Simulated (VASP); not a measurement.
# Al2O3: band structure with HSE03

Al2O3:

```
CELL_PARAMETERS angstrom
3.01748 0.00000 0.00000
-1.50874 2.61322 0.00000
0.00000 0.00000 7.57464
ATOMIC_POSITIONS crystal
Al 0.00000 0.00000 0.72205
Al 0.00000 0.00000 0.27795
O 0.00000 0.00000 0.50000
O 0.66667 0.33333 0.80055
O 0.33333 0.66667 0.19945
```

Measurements of this composition are mostly on another form, of space group No. 167.

```yaml
Program: VASP 6.6.1
Task: band structure
Functional: HSE03
Potentials_or_basis: VASP PAW PBE potentials, release 64 (Al, O)
Cutoff: 520 eV
k_mesh: 6 × 6 × 2
Occupations: gaussian, width 0.02 eV
Spin: no spin polarisation
Ladder: gaps
Grid_for_exact_exchange_PRECFOCK: Fast
Further_INCAR_settings: ALGO = Normal; EDIFF = 1e-07; NBANDS = 20
```

The pressure is -5.3 GPa and the largest force is 0.426 eV/Å. The band gap on the k mesh is 3.66 eV, direct. The band gap along the path is 3.66 eV, direct.

Forces in eV/Å, atoms in the order of the input:
```
Al   0.000  0.000 -0.231
Al   0.000  0.000  0.231
O    0.000  0.000  0.000
O    0.000  0.000 -0.426
O    0.000  0.000  0.426
```

Stress tensor (GPa, compression positive):
```
-5.02  0.00  0.00
 0.00 -5.02  0.00
 0.00  0.00 -5.96
```

Levels at the corners of the path, in eV from the valence-band top:
| point | band 10 | band 11 | band 12 | band 13 | band 14 | band 15 |
| --- | --- | --- | --- | --- | --- | --- |
| Γ | -2.48 | 0.00 | 0.00 | 3.66 | 5.76 | 8.87 |
| M | -3.35 | -1.87 | -0.51 | 6.01 | 7.70 | 9.83 |
| M | -3.35 | -1.87 | -0.51 | 6.01 | 7.70 | 9.83 |
| K | -3.69 | -1.49 | -1.49 | 8.29 | 8.29 | 9.21 |
| K | -3.69 | -1.49 | -1.49 | 8.29 | 8.29 | 9.21 |
| Γ | -2.48 | 0.00 | 0.00 | 3.66 | 5.76 | 8.87 |
| Γ | -2.48 | 0.00 | 0.00 | 3.66 | 5.76 | 8.87 |
| A | -3.21 | 0.00 | 0.00 | 4.60 | 4.75 | 9.67 |
| A | -3.21 | 0.00 | 0.00 | 4.60 | 4.75 | 9.67 |
| L | -3.58 | -1.80 | -0.51 | 6.49 | 7.04 | 9.67 |
| L | -3.58 | -1.80 | -0.51 | 6.49 | 7.04 | 9.67 |
| H | -3.67 | -1.56 | -1.56 | 8.31 | 8.31 | 9.24 |
| H | -3.67 | -1.56 | -1.56 | 8.31 | 8.31 | 9.24 |
| A | -3.21 | 0.00 | 0.00 | 4.60 | 4.75 | 9.67 |
| L | -3.58 | -1.80 | -0.51 | 6.49 | 7.04 | 9.67 |
| M | -3.35 | -1.87 | -0.51 | 6.01 | 7.70 | 9.83 |
| K | -3.69 | -1.49 | -1.49 | 8.29 | 8.29 | 9.21 |
| H | -3.67 | -1.56 | -1.56 | 8.31 | 8.31 | 9.24 |

Wall time 14 min on 4 MPI ranks on AMD EPYC 9R45 (Zen 5), on a shared host, peak memory 0.3 GiB a rank.

Caveat: the PAW data sets were made with another functional, which shifts forces and pressure a little.
